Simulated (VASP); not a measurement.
# BN (P6_3/mmc) in VASP: band structure with PBE

Aim: the band structure of BN with PBE.

Everything below comes from runs of VASP 6.6.1. Logs are shortened: lines on timing, memory, paths and dates and some standing lists are left out, and cuts for length are marked.

### 1 Starting point

The structure is hexagonal, space group P6_3/mmc (No. 194). Conventional cell: a = 2.506 Å, b = 2.506 Å, c = 6.616 Å, α = 90.00°, β = 90.00°, γ = 120.00°. B (site symmetry -6m2) has 3 N at 1.45 Å as nearest neighbours. N (site symmetry -6m2) has 3 B at 1.45 Å as nearest neighbours.

### 2 Band structure, PBE

File POSCAR:

```
BN
1.0
    2.5064230000      0.0000000000      0.0000000000
   -1.2532120000      2.1706260000      0.0000000000
    0.0000000000      0.0000000000      6.6156260000
B N
2 2
Direct
    0.3333333000      0.6666667000      0.2500000000
    0.6666667000      0.3333333000      0.7500000000
    0.3333333000      0.6666667000      0.7500000000
    0.6666667000      0.3333333000      0.2500000000
```

File INCAR.step1:

```
SYSTEM = BN
PREC = Accurate
ENCUT = 520
EDIFF = 1E-7
ISMEAR = 0
SIGMA = 0.02
LREAL = .FALSE.
LASPH = .TRUE.
NELM = 80
ALGO = Normal
ISIF = 2
LWAVE = .FALSE.
LCHARG = .TRUE.
GGA = PE
```

File KPOINTS.step1:

```
Automatic mesh
0
G
  12 12 4
  0 0 0
```

File INCAR.step2:

```
SYSTEM = BN
PREC = Accurate
ENCUT = 520
EDIFF = 1E-7
ISMEAR = 0
SIGMA = 0.05
LREAL = .FALSE.
LASPH = .TRUE.
NELM = 80
ALGO = Normal
ISIF = 2
LWAVE = .FALSE.
LCHARG = .FALSE.
GGA = PE
ICHARG = 11
```

File KPOINTS.step2:

```
path GMKGALHA,LM,KH
10
line-mode
reciprocal
 0.0000000000  0.0000000000  0.0000000000  G
 0.5000000000  0.0000000000  0.0000000000  M

 0.5000000000  0.0000000000  0.0000000000  M
 0.3333333333  0.3333333333  0.0000000000  K

 0.3333333333  0.3333333333  0.0000000000  K
 0.0000000000  0.0000000000  0.0000000000  G

 0.0000000000  0.0000000000  0.0000000000  G
 0.0000000000  0.0000000000  0.5000000000  A

 0.0000000000  0.0000000000  0.5000000000  A
 0.5000000000  0.0000000000  0.5000000000  L

 0.5000000000  0.0000000000  0.5000000000  L
 0.3333333333  0.3333333333  0.5000000000  H

 0.3333333333  0.3333333333  0.5000000000  H
 0.0000000000  0.0000000000  0.5000000000  A

 0.5000000000  0.0000000000  0.5000000000  L
 0.5000000000  0.0000000000  0.0000000000  M

 0.3333333333  0.3333333333  0.0000000000  K
 0.3333333333  0.3333333333  0.5000000000  H
```

Potentials or basis: VASP PAW PBE potentials, release 64 (B, N).

Run with:

```bash
$ cat potpaw_PBE.64/B/POTCAR potpaw_PBE.64/N/POTCAR > POTCAR
$ cp INCAR.step1 INCAR
$ cp KPOINTS.step1 KPOINTS
$ mpirun -np 1 vasp_std > vasp.out
$ cp INCAR.step2 INCAR
$ cp KPOINTS.step2 KPOINTS
$ mpirun -np 1 vasp_std > vasp.out
```

OUTCAR:

```text
SYSTEM = BN
   PREC = Accurate
   ENCUT = 520
   EDIFF = 1E-7
   ISMEAR = 0
   LREAL = .FALSE.
   LASPH = .TRUE.
   NELM = 80
   ISIF = 2
   GGA = PE
   ICHARG = 11

 ion  position               nearest neighbor table
   1  0.333  0.667  0.250-   4 1.45   4 1.45   4 1.45
   2  0.667  0.333  0.750-   3 1.45   3 1.45   3 1.45
   3  0.333  0.667  0.750-   2 1.45   2 1.45   2 1.45
   4  0.667  0.333  0.250-   1 1.45   1 1.45   1 1.45

  LATTYP: Found a hexagonal cell.
 ALAT       =     2.5064230000
 C/A-ratio  =     2.6394690760

  Lattice vectors:

 A1 = (   2.5064230000,   0.0000000000,   0.0000000000)
 A2 = (  -1.2532120000,   2.1706260000,   0.0000000000)
 A3 = (   0.0000000000,   0.0000000000,   6.6156260000)

Analysis of symmetry for initial positions (statically):
=====================================================================
 Subroutine PRICEL returns:
 Original cell was already a primitive cell.

 Routine SETGRP: Setting up the symmetry group for a
 hexagonal supercell.

 Subroutine GETGRP returns: Found 24 space group operations
 (whereof 12 operations were pure point group operations)
 out of a pool of 24 trial point group operations.

The static configuration has the point symmetry D_3d.
 The point group associated with its full space group is D_6h.

Analysis of symmetry for dynamics (positions and initial velocities):
=====================================================================
 Subroutine PRICEL returns:
 Original cell was already a primitive cell.

 Routine SETGRP: Setting up the symmetry group for a
 hexagonal supercell.

 Subroutine GETGRP returns: Found 24 space group operations
 (whereof 12 operations were pure point group operations)
 out of a pool of 24 trial point group operations.

The dynamic configuration has the point symmetry D_3d.
 The point group associated with its full space group is D_6h.

 Subroutine INISYM returns: Found 24 space group operations
 (whereof 12 operations are pure point group operations),
 and found     1 'primitive' translations

----------------------------------------------------------------------------------------

                                     Primitive cell

  volume of cell :      35.9924

  direct lattice vectors                    reciprocal lattice vectors
     2.506423000  0.000000000  0.000000000     0.398974954  0.230348388  0.000000000
    -1.253212000  2.170626000  0.000000000     0.000000000  0.460696592  0.000000000
     0.000000000  0.000000000  6.615626000     0.000000000  0.000000000  0.151157275

  length of vectors
     2.506423000  2.506423258  6.615626000     0.460696639  0.460696592  0.151157275

  position of ions in fractional coordinates (direct lattice)
     0.333333300  0.666666700  0.250000000
     0.666666700  0.333333300  0.750000000
     0.333333300  0.666666700  0.750000000
     0.666666700  0.333333300  0.250000000

  ion indices of the primitive-cell ions
   primitive index   ion index
                 1           1
                 2           2
                 3           3
                 4           4

----------------------------------------------------------------------------------------

 KPOINTS: path GMKGALHA,LM,KH

Interpolating k-points between supplied coordinates.

 Line segments in fractional coordinates (reciprocal lattice):
    0.000000  0.000000  0.000000  ...  0.500000  0.000000  0.000000
    0.500000  0.000000  0.000000  ...  0.333333  0.333333  0.000000
    0.333333  0.333333  0.000000  ...  0.000000  0.000000  0.000000
    0.000000  0.000000  0.000000  ...  0.000000  0.000000  0.500000
    0.000000  0.000000  0.500000  ...  0.500000  0.000000  0.500000
    0.500000  0.000000  0.500000  ...  0.333333  0.333333  0.500000
    0.333333  0.333333  0.500000  ...  0.000000  0.000000  0.500000
    0.500000  0.000000  0.500000  ...  0.500000  0.000000  0.000000
    0.333333  0.333333  0.000000  ...  0.333333  0.333333  0.500000

 Generated    10 points on each line segment, for a total of     90 k-points:

 Following reciprocal coordinates:
            Coordinates               Weight
  0.000000  0.000000  0.000000      0.011111
  0.055556  0.000000  0.000000      0.011111
  0.111111  0.000000  0.000000      0.011111
  0.166667  0.000000  0.000000      0.011111
  0.222222  0.000000  0.000000      0.011111
  0.277778  0.000000  0.000000      0.011111
[... 16 lines left out ...]
  0.259259  0.259259  0.000000      0.011111
  0.222222  0.222222  0.000000      0.011111
 [... further k-points ...]
   k-points           NKPTS =     90   k-points in BZ     NKDIM =     90   number of bands    NBANDS=     12
   number of dos      NEDOS =    301   number of ions     NIONS =      4
   total plane-waves  NPLWV =  20000
   dimension x,y,z NGX =    20 NGY =   20 NGZ =   50
   dimension x,y,z NGXF=    40 NGYF=   40 NGZF=  100
   ions per type =               2   2
   NGX,Y,Z   is equivalent  to a cutoff of  13.27, 13.27, 12.56 a.u.
   NGXF,Y,Z  is equivalent  to a cutoff of  26.53, 26.53, 25.13 a.u.
 SYSTEM =  BN
   PREC   = accura    normal or accurate (medium, high low for compatibility)
   ISTART =      0    job   : 0-new  1-cont  2-samecut
   ICHARG =     11    charge: 1-file 2-atom 10-const
   ISPIN  =      1    spin polarized calculation?
   LNONCOLLINEAR =      F non collinear calculations
   LSORBIT =      F    spin-orbit coupling
   LASPH  =      T    aspherical Exc in radial PAW
   ENCUT  =  520.0 eV  38.22 Ry    6.18 a.u.   4.66  4.66 12.30*2*pi/ulx,y,z
   NELM   =     80;   NELMIN=  2; NELMDL=  0     # of ELM steps
   EDIFF  = 0.1E-06   stopping-criterion for ELM
   LREAL  =      F    real-space projection
   EDIFFG = 0.1E-05   stopping-criterion for IOM
   NSW    =      0    number of steps for IOM
   IBRION =     -1    ionic relax: 0-MD 1-quasi-New 2-CG
   NFREE  =      0    steps in history (QN), initial steepest desc. (CG)
   ISIF   =      2    stress and relaxation
   ISYM   =      2    0-nonsym 1-usesym 2-fastsym
   POTIM  = 0.5000    time-step for ionic-motion
   TEBEG  =    0.0;   TEEND  =   0.0 temperature during run
   PSTRESS=    0.0 pullay stress
   NELECT =      16.0000    total number of electrons
   NUPDOWN=      -1.0000    fix difference up-down
   EMIN   =  10.00;   EMAX   =-10.00  energy-range for DOS
   EFERMI =   0.00;   METHOD = LEGACY
   ISMEAR =     0;   SIGMA  =   0.05  broadening in eV -4-tet -1-fermi 0-gaus
   EFERMI_NEDOS =   21; number of points for ismear=-14 and -15
   IALGO  =     38    algorithm
   IMIX   =      4    mixing-type and parameters
     AMIX     =   0.40;   BMIX     =  1.00
     AMIX_MAG =   1.60;   BMIX_MAG =  1.00
  volume/ion in A,a.u.               =       9.00        60.72
  Fermi-wavevector in a.u.,A,eV,Ry     =   1.249428  2.361077 21.239666  1.561071
  Thomas-Fermi vector in A             =   2.383469
   LORBIT       =      0    0 simple, 1 ext, 2 COOP (PROOUT), +10 PAW based schemes
   GGA     = PE    functional components
   LHFCALC =     F    Hartree Fock is set to
   AEXX    =    0.0000 exact exchange contribution
   IVDW    =     0    specifies the selected vdW correction
   LEPSILON=     F    determine dielectric tensor
   LRPA    =     F    only Hartree local field effects (RPA)
 non-spin polarized calculation
 Gauss-broadening in eV      SIGMA  =   0.05
  energy-cutoff  :      520.00
  volume of cell :       35.99
 maximum number of plane-waves:       992
 NGX is ok and might be reduce to    20

 number of electron      15.9999997 magnetization

 Free energy of the ion-electron system (eV)
  ---------------------------------------------------
  ext. energy  EPLUGINS =         0.00000000
  ---------------------------------------------------
  free energy    TOTEN  =       -33.10882332 eV

  energy without entropy =      -33.10882332  energy(sigma->0) =      -33.10882332

 E-fermi :   2.6314     XC(G=0): -10.0886

 val. band max:        2.3287565441   @ k =   0.2963   0.2963   0.0000
 cond. band min:       6.5570477389   @ k =   0.5000   0.0000   0.0000
 fundamental gap:      4.2282911948
 Fermi energy:         2.6314368739

 k-point     1 :       0.0000    0.0000    0.0000
  band No.  band energies     occupation
      1     -15.4945      2.00000
      2     -15.1913      2.00000
      3      -3.9248      2.00000
      4      -1.7584      2.00000
      5       0.9568      2.00000
      6       0.9568      2.00000
      7       0.9956      2.00000
      8       0.9956      2.00000
      9       7.5755      0.00000
     10      12.6415      0.00000
     11      13.8147      0.00000
     12      13.8636      0.00000

 k-point     2 :       0.0556    0.0000    0.0000
  band No.  band energies     occupation
      1     -15.4340      2.00000
      2     -15.1329      2.00000
      3      -3.8418      2.00000
      4      -1.6841      2.00000
      5       0.7024      2.00000
      6       0.7384      2.00000
      7       0.8375      2.00000
      8       0.8784      2.00000
      9       7.6888      0.00000
     10      12.5999      0.00000
     11      13.7502      0.00000
     12      13.9059      0.00000

 k-point     3 :       0.1111    0.0000    0.0000
  band No.  band energies     occupation
      1     -15.2539      2.00000
      2     -14.9591      2.00000
      3      -3.5943      2.00000
      4      -1.4630      2.00000
      5      -0.0006      2.00000
      6       0.0340      2.00000
      7       0.5137      2.00000
      8       0.5596      2.00000
      9       8.0033      0.00000
     10      12.4511      0.00000
     11      13.5316      0.00000
     12      13.8346      0.00000
[... 286 lines left out ...]
 k-point    23 :       0.2593    0.2593    0.0000
  band No.  band energies     occupation
      1     -12.3084      2.00000
      2     -12.1779      2.00000
      3      -5.4380      2.00000
      4      -5.3919      2.00000
      5      -3.7780      2.00000
      6      -3.7275      2.00000
      7       0.7694      2.00000
      8       1.9864      2.00000
      9       7.6364      0.00000
     10       8.2103      0.00000
     11      13.1623      0.00000
     12      14.3022      0.00000

 k-point    24 :       0.2222    0.2222    0.0000
  band No.  band energies     occupation
      1     -12.9469      2.00000
      2     -12.7609      2.00000
      3      -4.7440      2.00000
      4      -4.7346      2.00000
      5      -2.9628      2.00000
      6      -2.9052      2.00000
      7      -0.2774      2.00000
      8       1.3015      2.00000
      9       8.6554      0.00000
     10       9.1517      0.00000
     11      11.8227      0.00000
     12      15.4482      0.00000

 [... further k-points ...]

------------------------ aborting loop because EDIFF is reached ----------------------------------------

  FORCE on cell =-STRESS in cart. coord.  units (eV):
  Direction    XX          YY          ZZ          XY          YZ          ZX
  --------------------------------------------------------------------------------------
  -------------------------------------------------------------------------------------
  Total        6.1655772      6.1655772      4.4088408     -0.0000014      0.0000000      0.0000000
  in kB      274.4568072    274.4568096    196.2567898     -0.0000632      0.0000000      0.0000000
  external PRESSURE =     248.3901355 kB  Pullay stress =       0.0000000 kB

 VOLUME and BASIS-vectors are now :
 -----------------------------------------------------------------------------
  energy-cutoff  :      520.00
  volume of cell :       35.99
      direct lattice vectors                 reciprocal lattice vectors
     2.506423000  0.000000000  0.000000000     0.398974954  0.230348388  0.000000000
    -1.253212000  2.170626000  0.000000000     0.000000000  0.460696592  0.000000000
     0.000000000  0.000000000  6.615626000     0.000000000  0.000000000  0.151157275

 POSITION                                       TOTAL-FORCE (eV/Angst)
 -----------------------------------------------------------------------------------
     -0.00000      1.44708      1.65391         0.000000     -0.000000      0.000000
      1.25321      0.72354      4.96172         0.000000      0.000000      0.000000
     -0.00000      1.44708      4.96172         0.000000     -0.000000      0.000000
      1.25321      0.72354      1.65391        -0.000000      0.000000      0.000000
 -----------------------------------------------------------------------------------
    total drift:                               -0.000060      0.000035     -0.000015

  FREE ENERGIE OF THE ION-ELECTRON SYSTEM (eV)
  ---------------------------------------------------
  free  energy   TOTEN  =       -33.1088233227 eV

  energy  without entropy=      -33.1088233227  energy(sigma->0) =      -33.10882332
```

Wall time 20 s (1 thread of Intel Xeon 6975P-C (Granite Rapids), shared host); peak memory 0.16 GiB.

What came out:

```yaml
Band_gap_on_the_k_mesh: 4.27 eV, indirect (least direct gap 4.63 eV)
Band_gap_along_the_path: 4.23 eV, indirect (least direct gap 4.63 eV)
```

Levels at the corners of the path, in eV from the valence-band top:
```
point  band 5  band 6  band 7  band 8  band 9  band 10  band 11  band 12
    Γ   -1.37   -1.37   -1.33   -1.33    5.25    10.31    11.49    11.53
    M   -4.18   -4.11   -1.49   -0.46    4.23     5.62     9.47     9.89
    M   -4.18   -4.11   -1.49   -0.46    4.23     5.62     9.47     9.89
    K   -7.18   -7.18   -0.12   -0.12    4.82     4.82    10.73    13.17
    K   -7.18   -7.18   -0.12   -0.12    4.82     4.82    10.73    13.17
    Γ   -1.37   -1.37   -1.33   -1.33    5.25    10.31    11.49    11.51
    Γ   -1.37   -1.37   -1.33   -1.33    5.25    10.31    11.49    11.52
    A   -1.35   -1.35   -1.35   -1.35    7.63     7.63    11.55    11.55
    A   -1.35   -1.35   -1.35   -1.35    7.63     7.63    11.55    11.55
    L   -4.14   -4.14   -0.95   -0.95    4.69     4.69     9.86     9.86
    L   -4.14   -4.14   -0.95   -0.95    4.69     4.69     9.86     9.86
    H   -7.19   -7.19   -0.04   -0.04    4.60     4.60    11.97    11.97
    H   -7.19   -7.19   -0.04   -0.04    4.60     4.60    11.97    11.97
    A   -1.35   -1.35   -1.35   -1.35    7.63     7.63    11.55    11.55
    L   -4.14   -4.14   -0.95   -0.95    4.69     4.69     9.86     9.86
    M   -4.18   -4.11   -1.49   -0.46    4.23     5.62     9.47     9.89
    K   -7.18   -7.18   -0.12   -0.12    4.82     4.82    10.73    13.17
    H   -7.19   -7.19   -0.04   -0.04    4.60     4.60    11.97    11.97
```

Caveat: the log is that of the step along the path at fixed density, whose energy, stress, charges and moments have no meaning; this functional lacks dispersion, which binds the layers, so the pressure and a relaxed spacing across them are unreliable. Expect the measured gap to be larger: semilocal functionals such as PBE lack the derivative discontinuity.
